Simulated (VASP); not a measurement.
# Cd (P6_3/mmc) in VASP: notebook, part 3 of 3

VASP 6.6.1.

## 4. Relaxation of cell and atoms, PBEsol

INCAR

```
ALGO = Fast
EDIFF = 1E-7
EDIFFG = -0.005
ENCUT = 480
GGA = PS
IBRION = 2
ISIF = 3
ISMEAR = 0
LASPH = True
LCHARG = False
LREAL = False
LWAVE = False
NELM = 60
NSW = 90
PREC = Accurate
SIGMA = 0.1
```

KPOINTS

```
k-points
0
Gamma
  18 18 8
```

POSCAR

```
Cd
1.0
    2.9584748200      0.0000000000      0.0000000000
   -1.4792374100      2.5621143500      0.0000000000
    0.0000000000      0.0000000000      5.8859279300
Cd
2
Direct
    0.3333333300      0.6666666700      0.2500000000
    0.6666666700      0.3333333300      0.7500000000
```

Potentials or basis: VASP PAW PBE potentials, release 64 (Cd).

On the command line:

```
$ cat potpaw_PBE.64/Cd/POTCAR > POTCAR
$ mpirun -np 1 vasp_std > vasp.out
```

OUTCAR:

```text
EDIFF = 1E-7
   EDIFFG = -0.005
   ENCUT = 480
   GGA = PS
   IBRION = 2
   ISIF = 3
   ISMEAR = 0
   LASPH = True
   LREAL = False
   NELM = 60
   NSW = 90
   PREC = Accurate

 ion  position               nearest neighbor table
   1  0.333  0.667  0.250-   2 3.40   2 3.40   2 3.40   2 3.40   2 3.40   2 3.40
   2  0.667  0.333  0.750-   1 3.40   1 3.40   1 3.40   1 3.40   1 3.40   1 3.40

  LATTYP: Found a hexagonal cell.
 ALAT       =     2.9584748200
 C/A-ratio  =     1.9895142897

  Lattice vectors:

 A1 = (   2.9584748200,   0.0000000000,   0.0000000000)
 A2 = (  -1.4792374100,   2.5621143500,   0.0000000000)
 A3 = (   0.0000000000,   0.0000000000,   5.8859279300)

Analysis of symmetry for initial positions (statically):
=====================================================================
 Subroutine PRICEL returns:
 Original cell was already a primitive cell.

 Routine SETGRP: Setting up the symmetry group for a
 hexagonal supercell.

 Subroutine GETGRP returns: Found 24 space group operations
 (whereof 12 operations were pure point group operations)
 out of a pool of 24 trial point group operations.

The static configuration has the point symmetry D_3d.
 The point group associated with its full space group is D_6h.

Analysis of symmetry for dynamics (positions and initial velocities):
=====================================================================
 Subroutine PRICEL returns:
 Original cell was already a primitive cell.

 Routine SETGRP: Setting up the symmetry group for a
 hexagonal supercell.

 Subroutine GETGRP returns: Found 24 space group operations
 (whereof 12 operations were pure point group operations)
 out of a pool of 24 trial point group operations.

The dynamic configuration has the point symmetry D_3d.
 The point group associated with its full space group is D_6h.

 Subroutine INISYM returns: Found 24 space group operations
 (whereof 12 operations are pure point group operations),
 and found     1 'primitive' translations

----------------------------------------------------------------------------------------

                                     Primitive cell

  volume of cell :      44.6150

  direct lattice vectors                    reciprocal lattice vectors
     2.958474820  0.000000000  0.000000000     0.338012003  0.195151321  0.000000000
    -1.479237410  2.562114350  0.000000000     0.000000000  0.390302642  0.000000000
     0.000000000  0.000000000  5.885927930     0.000000000  0.000000000  0.169896746

  length of vectors
     2.958474820  2.958474820  5.885927930     0.390302642  0.390302642  0.169896746

  position of ions in fractional coordinates (direct lattice)
     0.333333330  0.666666670  0.250000000
     0.666666670  0.333333330  0.750000000

  ion indices of the primitive-cell ions
   primitive index   ion index
                 1           1
                 2           2

----------------------------------------------------------------------------------------

 KPOINTS: k-points
[... 58 lines left out ...]
 SYSTEM =  unknown system
   PREC   = accura    normal or accurate (medium, high low for compatibility)
   ISTART =      0    job   : 0-new  1-cont  2-samecut
   ICHARG =      2    charge: 1-file 2-atom 10-const
   ISPIN  =      1    spin polarized calculation?
   LNONCOLLINEAR =      F non collinear calculations
   LSORBIT =      F    spin-orbit coupling
   LASPH  =      T    aspherical Exc in radial PAW
   ENCUT  =  480.0 eV  35.28 Ry    5.94 a.u.   5.29  5.29 10.51*2*pi/ulx,y,z
   NELM   =     60;   NELMIN=  2; NELMDL= -5     # of ELM steps
   EDIFF  = 0.1E-06   stopping-criterion for ELM
   LREAL  =      F    real-space projection
   EDIFFG = -.5E-02   stopping-criterion for IOM
   NSW    =     90    number of steps for IOM
   IBRION =      2    ionic relax: 0-MD 1-quasi-New 2-CG
   NFREE  =      1    steps in history (QN), initial steepest desc. (CG)
   ISIF   =      3    stress and relaxation
   ISYM   =      2    0-nonsym 1-usesym 2-fastsym
   POTIM  = 0.5000    time-step for ionic-motion
   TEBEG  =    0.0;   TEEND  =   0.0 temperature during run
   PSTRESS=    0.0 pullay stress
   NELECT =      24.0000    total number of electrons
   NUPDOWN=      -1.0000    fix difference up-down
   EMIN   =  10.00;   EMAX   =-10.00  energy-range for DOS
   EFERMI =   0.00;   METHOD = LEGACY
   ISMEAR =     0;   SIGMA  =   0.10  broadening in eV -4-tet -1-fermi 0-gaus
   EFERMI_NEDOS =   21; number of points for ismear=-14 and -15
   IALGO  =     68    algorithm
   IMIX   =      4    mixing-type and parameters
     AMIX     =   0.40;   BMIX     =  1.00
     AMIX_MAG =   1.60;   BMIX_MAG =  1.00
  volume/ion in A,a.u.               =      22.31       150.54
  Fermi-wavevector in a.u.,A,eV,Ry     =   1.331429  2.516037 24.119105  1.772704
  Thomas-Fermi vector in A             =   2.460441
   LORBIT       =      0    0 simple, 1 ext, 2 COOP (PROOUT), +10 PAW based schemes
   GGA     = PS    functional components
   LHFCALC =     F    Hartree Fock is set to
   AEXX    =    0.0000 exact exchange contribution
   IVDW    =     0    specifies the selected vdW correction
   LEPSILON=     F    determine dielectric tensor
   LRPA    =     F    only Hartree local field effects (RPA)
 conjugate gradient relaxation of ions
 non-spin polarized calculation
 RMM-DIIS sequential band-by-band and
 Gauss-broadening in eV      SIGMA  =   0.10
  energy-cutoff  :      480.00
  volume of cell :       44.62
 maximum number of plane-waves:      1079
 NGX is ok and might be reduce to    24
   NGX = 11   NGY = 11   NGZ = 21

--------------------------------------- Ionic step        1  -------------------------------------------

 number of electron      24.0000018 magnetization

 Free energy of the ion-electron system (eV)
  ---------------------------------------------------
  ext. energy  EPLUGINS =         0.00000000
  ---------------------------------------------------
  free energy    TOTEN  =        -2.38201031 eV

  energy without entropy =       -2.38030981  energy(sigma->0) =       -2.38116006

------------------------ aborting loop because EDIFF is reached ----------------------------------------

  FORCE on cell =-STRESS in cart. coord.  units (eV):
  Direction    XX          YY          ZZ          XY          YZ          ZX
  --------------------------------------------------------------------------------------
  -------------------------------------------------------------------------------------
  Total       -0.4552364     -0.4552364     -0.7799406      0.0000000     -0.0000000      0.0000000
  in kB      -16.3480594    -16.3480594    -28.0085590      0.0000000     -0.0000000      0.0000000
  external PRESSURE =     -20.2348926 kB  Pullay stress =       0.0000000 kB
[... 89 lines left out ...]
  FREE ENERGIE OF THE ION-ELECTRON SYSTEM (eV)
  ---------------------------------------------------
  free  energy   TOTEN  =        -2.3956064781 eV

  energy  without entropy=       -2.3939174185  energy(sigma->0) =       -2.39476195

[... ionic steps 4 to 7 ...]

--------------------------------------- Ionic step        8  -------------------------------------------

 number of electron      24.0000003 magnetization

------------------------ aborting loop because EDIFF is reached ----------------------------------------
[... 67 lines left out ...]
--------------------------------------- Ionic step       10  -------------------------------------------

 number of electron      24.0000003 magnetization

 Free energy of the ion-electron system (eV)
  ---------------------------------------------------
  ext. energy  EPLUGINS =         0.00000000
  ---------------------------------------------------
  free energy    TOTEN  =        -2.40174354 eV

  energy without entropy =       -2.39933745  energy(sigma->0) =       -2.40054049

 E-fermi :   3.0201     XC(G=0): -11.3151

 val. band max:        2.9989650599   @ k =   0.0556  -0.0000   0.2500
 cond. band min:       3.0200891287   @ k =   0.3333   0.3333   0.0000
 fundamental gap:      0.0211240688
 Fermi energy:         3.0200880141

 k-point     1 :       0.0000    0.0000    0.0000
  band No.  band energies     occupation
      1      -7.0093      2.00000
      2      -6.7441      2.00000
      3      -6.3204      2.00000
      4      -6.3204      2.00000
      5      -6.2682      2.00000
      6      -6.2682      2.00000
[... 433 lines left out ...]
      3      -6.7068      2.00000
      4      -6.2414      2.00000
      5      -6.0792      2.00000
      6      -5.9762      2.00000
[... 8 lines left out ...]
     15       7.4025      0.00000
     16       9.0647      0.00000

 [... further k-points ...]
[... 5 lines left out ...]
  --------------------------------------------------------------------------------------
  -------------------------------------------------------------------------------------
  Total        0.0054760      0.0054760      0.0034504      0.0000000      0.0000000      0.0000000
  in kB        0.2073161      0.2073161      0.1306293      0.0000000      0.0000000      0.0000000
  external PRESSURE =       0.1817538 kB  Pullay stress =       0.0000000 kB
[... 17 lines left out ...]
  FREE ENERGIE OF THE ION-ELECTRON SYSTEM (eV)
  ---------------------------------------------------
  free  energy   TOTEN  =        -2.4017435358 eV

  energy  without entropy=       -2.3993374530  energy(sigma->0) =       -2.40054049

 reached required accuracy - stopping structural energy minimisation
```

OSZICAR:

```text
N       E                     dE             d eps       ncg     rms          rms(c)
DAV:   1     0.158311436503E+03    0.15831E+03   -0.12769E+04  5920   0.141E+03
DAV:   2     0.709191106952E+00   -0.15760E+03   -0.15426E+03  6072   0.361E+02
DAV:   3    -0.254848990895E+01   -0.32577E+01   -0.32522E+01  7304   0.624E+01
[... 84 lines left out ...]
RMM:   3    -0.240175162648E+01    0.51037E-04   -0.13931E-04  5920   0.949E-02    0.533E-02
RMM:   4    -0.240174332447E+01    0.83020E-05   -0.12086E-05  5920   0.331E-02    0.359E-03
RMM:   5    -0.240174337169E+01   -0.47214E-07   -0.15019E-06  5916   0.122E-02    0.161E-03
RMM:   6    -0.240174359266E+01   -0.22098E-06   -0.19197E-07  4009   0.506E-03    0.165E-03
RMM:   7    -0.240174353579E+01    0.56875E-07   -0.75714E-08  3304   0.291E-03
  10 F= -.24017435E+01 E0= -.24005405E+01  d E =-.244343E-04
```

Wall time 5.6 min (1 thread of Intel Xeon Platinum 8375C at 2.90GHz (Ice Lake), shared host); peak memory 0.24 GiB.

Results:

```yaml
Free_energy: -2.4017 eV
Relaxed_volume: 21.16 Å³/atom
Relaxed_cell: a = 2.952 Å, b = 2.952 Å, c = 5.609 Å, α = 90.00°, β = 90.00°, γ = 120.00°
Space_group_after_relaxing_to_0.05_Å: P6_3/mmc (No. 194)
Energy_gained_by_relaxing: 9.9 meV/atom
Ionic_steps: 10
Pressure_after_relaxing: 0.0 GPa
Band_gap_on_the_k_mesh: none (metal or under the smearing width)
```

The path:
```
step  energy change (eV)  largest force (eV/Å)  pressure (GPa)  volume (Å³)
   1              0.0000                0.0000           -2.02        44.62
   2             -0.0135                0.0000            0.13        42.82
   3             -0.0136                0.0000            0.27        42.71
   4             -0.0181                0.0000            0.17        42.52
   5             -0.0195                0.0000            0.12        42.36
   6             -0.0197                0.0000            0.11        42.30
   7             -0.0197                0.0000            0.10        42.27
   8             -0.0197                0.0000            0.12        42.26
   9             -0.0197                0.0000           -0.03        42.39
  10             -0.0197                0.0000            0.02        42.32
```

Final structure:
```
Cd
1.0
     2.95172    0.00000    0.00000
    -1.47586    2.55626    0.00000
     0.00000    0.00000    5.60865
Cd
2
Direct
  0.33333 0.66667 0.25000
  0.66667 0.33333 0.75000
```

Levels at points of the mesh, in eV from the Fermi level:
| k point | band 10 | band 11 | band 12 | band 13 | band 14 | band 15 |
| --- | --- | --- | --- | --- | --- | --- |
| (0.00, 0.00, 0.00) | -8.52 | -8.52 | -3.27 | -3.19 | 10.38 | 14.52 |
| (0.50, 0.00, 0.00) | -8.21 | -2.48 | -1.91 | 1.88 | 2.94 | 3.16 |
| (0.00, 0.00, 0.50) | -8.63 | -7.60 | -7.60 | 3.55 | 3.55 | 14.85 |
| (0.50, 0.00, 0.50) | -8.22 | -1.70 | -1.70 | 0.06 | 0.06 | 8.00 |

Caveat: the PAW data sets were made with another functional, which shifts forces and pressure a little.

## 5. Relaxation of cell and atoms, RPBE

INCAR: that of step 4 with these lines changed.

```diff
@@ -3,4 +3,4 @@
 EDIFFG = -0.005
-ENCUT = 480
-GGA = PS
+ENCUT = 600
+GGA = RP
 IBRION = 2
```

KPOINTS is that of step 4.

POSCAR is that of step 4.

Potentials or basis: VASP PAW PBE potentials, release 64 (Cd).

On the command line:

```
$ cat potpaw_PBE.64/Cd/POTCAR > POTCAR
$ mpirun -np 1 vasp_std > vasp.out
```

OUTCAR:

```text
EDIFF = 1E-7
   EDIFFG = -0.005
   ENCUT = 600
   GGA = RP
   IBRION = 2
   ISIF = 3
   ISMEAR = 0
   LASPH = True
   LREAL = False
   NELM = 60
   NSW = 90
   PREC = Accurate

 ion  position               nearest neighbor table
   1  0.333  0.667  0.250-   2 3.40   2 3.40   2 3.40   2 3.40   2 3.40   2 3.40
   2  0.667  0.333  0.750-   1 3.40   1 3.40   1 3.40   1 3.40   1 3.40   1 3.40

  LATTYP: Found a hexagonal cell.
 ALAT       =     2.9584748200
 C/A-ratio  =     1.9895142897

  Lattice vectors:

 A1 = (   2.9584748200,   0.0000000000,   0.0000000000)
 A2 = (  -1.4792374100,   2.5621143500,   0.0000000000)
 A3 = (   0.0000000000,   0.0000000000,   5.8859279300)

Analysis of symmetry for initial positions (statically):
[... 365 lines left out ...]
  ext. energy  EPLUGINS =         0.00000000
  ---------------------------------------------------
  free energy    TOTEN  =        -0.71499508 eV

  energy without entropy =       -0.71210995  energy(sigma->0) =       -0.71355252

 E-fermi :   2.3767     XC(G=0): -10.2725

 val. band max:        2.3736009645   @ k =   0.3333   0.1111   0.0000
 cond. band min:       2.3883005199   @ k =   0.1667   0.1111   0.1250
 fundamental gap:      0.0146995555
 Fermi energy:         2.3767327277

 k-point     1 :       0.0000    0.0000    0.0000
  band No.  band energies     occupation
      1      -7.1510      2.00000
      2      -6.9671      2.00000
      3      -6.7102      2.00000
      4      -6.7102      2.00000
      5      -6.6722      2.00000
      6      -6.6722      2.00000
[... 433 lines left out ...]
      3      -6.9715      2.00000
      4      -6.6405      2.00000
      5      -6.5459      2.00000
      6      -6.4492      2.00000
[... 8 lines left out ...]
     15       6.1364      0.00000
     16       8.0130      0.00000

 [... further k-points ...]
[... 5 lines left out ...]
  --------------------------------------------------------------------------------------
  -------------------------------------------------------------------------------------
  Total       -0.0013018     -0.0013018     -0.0004470      0.0000000      0.0000000     -0.0000000
  in kB       -0.0427854     -0.0427854     -0.0146914      0.0000000      0.0000000     -0.0000000
  external PRESSURE =      -0.0334207 kB  Pullay stress =       0.0000000 kB
[... 17 lines left out ...]
  FREE ENERGIE OF THE ION-ELECTRON SYSTEM (eV)
  ---------------------------------------------------
  free  energy   TOTEN  =        -0.7149950849 eV

  energy  without entropy=       -0.7121099488  energy(sigma->0) =       -0.71355252

 reached required accuracy - stopping structural energy minimisation
```

OSZICAR:

```text
N       E                     dE             d eps       ncg     rms          rms(c)
DAV:   1     0.180225377882E+03    0.18023E+03   -0.14491E+04  5920   0.168E+03
DAV:   2     0.298585632601E+01   -0.17724E+03   -0.17280E+03  6024   0.391E+02
DAV:   3    -0.698887881119E+00   -0.36847E+01   -0.36806E+01  7472   0.671E+01
[... 137 lines left out ...]
RMM:   3    -0.714994907133E+00    0.13347E-04   -0.36640E-05  5920   0.462E-02    0.264E-02
RMM:   4    -0.714994774611E+00    0.13252E-06   -0.41942E-06  5920   0.191E-02    0.228E-03
RMM:   5    -0.714995001560E+00   -0.22695E-06   -0.63513E-07  5662   0.788E-03    0.133E-03
RMM:   6    -0.714995132796E+00   -0.13124E-06   -0.92729E-08  3264   0.402E-03    0.771E-04
RMM:   7    -0.714995084908E+00    0.47889E-07   -0.23003E-08  3141   0.159E-03
  15 F= -.71499508E+00 E0= -.71355252E+00  d E =-.555602E-05
```

CONTCAR:

```text
Cd
   1.00000000000000
     3.1038113696013090   -0.0000000000000000   -0.0000000000000000
    -1.5519056848006545    2.6879794939670578    0.0000000000000000
     0.0000000000000000    0.0000000000000000    5.8430974866834502
  Cd
     2
Direct
     0.3333333300000021    0.6666666699999979    0.2500000000000000
     0.6666666699999979    0.3333333300000021    0.7500000000000000

  0.00000000E+00  0.00000000E+00  0.00000000E+00
  0.00000000E+00  0.00000000E+00  0.00000000E+00
```

Wall time 9.9 min (1 thread of Intel Xeon Platinum 8375C at 2.90GHz (Ice Lake), shared host); peak memory 0.28 GiB.

Results:

```
Free energy                            : -0.7150 eV
Relaxed volume                         : 24.37 Å³/atom
Relaxed cell                           : a = 3.104 Å, b = 3.104 Å, c = 5.843 Å, α = 90.00°, β = 90.00°, γ = 120.00°
Space group after relaxing (to 0.05 Å) : P6_3/mmc (No. 194)
Energy gained by relaxing              : 31.5 meV/atom
Ionic steps                            : 15
Pressure after relaxing                : 0.0 GPa
Band gap on the k mesh                 : none (metal or under the smearing width)
```

The path:
```tsv
step	energy change (eV)	largest force (eV/Å)	pressure (GPa)	volume (Å³)
1	0.0000	0.0000	4.70	44.62
2	-0.0622	0.0000	0.00	48.97
3	-0.0622	0.0000	-0.05	49.03
4	-0.0623	0.0000	-0.02	48.99
5	-0.0625	0.0000	0.03	48.87
6	-0.0627	0.0000	0.14	48.63
7	-0.0627	0.0000	0.11	48.67
8	-0.0629	0.0000	0.01	48.78
9	-0.0627	0.0000	-0.19	48.99
10	-0.0629	0.0000	-0.03	48.82
11	-0.0629	0.0000	-0.04	48.84
12	-0.0629	0.0000	-0.05	48.82
13	-0.0629	0.0000	-0.02	48.77
14	-0.0629	0.0000	-0.03	48.79
15	-0.0629	0.0000	0.00	48.75
```

Final structure:
```xyz
2
Lattice="3.1038 0.0000 0.0000 -1.5519 2.6880 0.0000 0.0000 0.0000 5.8431" Properties=species:S:1:pos:R:3 pbc="T T T"
Cd    0.0000    1.7920    1.4608
Cd    1.5519    0.8960    4.3823
```

Caveat: the PAW data sets were made with another functional, which shifts forces and pressure a little.

## 6. The runs side by side

| task | level | cell | cutoff (eV) | gap on the mesh (eV) | pressure (GPa) | relaxed volume (Å³/atom) |
| --- | --- | --- | --- | --- | --- | --- |
| single point | PBEsol | as given | 520 | none | -1.9 | - |
| relaxation of cell and atoms | PBEsol | relaxed | 580 | none | 0.0 | 21.12 |
| relaxation of cell and atoms | PBEsol | relaxed | 480 | none | 0.0 | 21.16 |
| relaxation of cell and atoms | RPBE | relaxed | 600 | none | 0.0 | 24.37 |

Alike in all rows: potentials or basis VASP PAW PBE potentials, release 64 (Cd); no spin polarisation; k mesh 18 × 18 × 8; smearing gaussian 0.1 eV.

Caveats: the PAW data sets were made with another functional, which shifts forces and pressure a little.

Absolute energies hang on the potentials; compare differences alone.
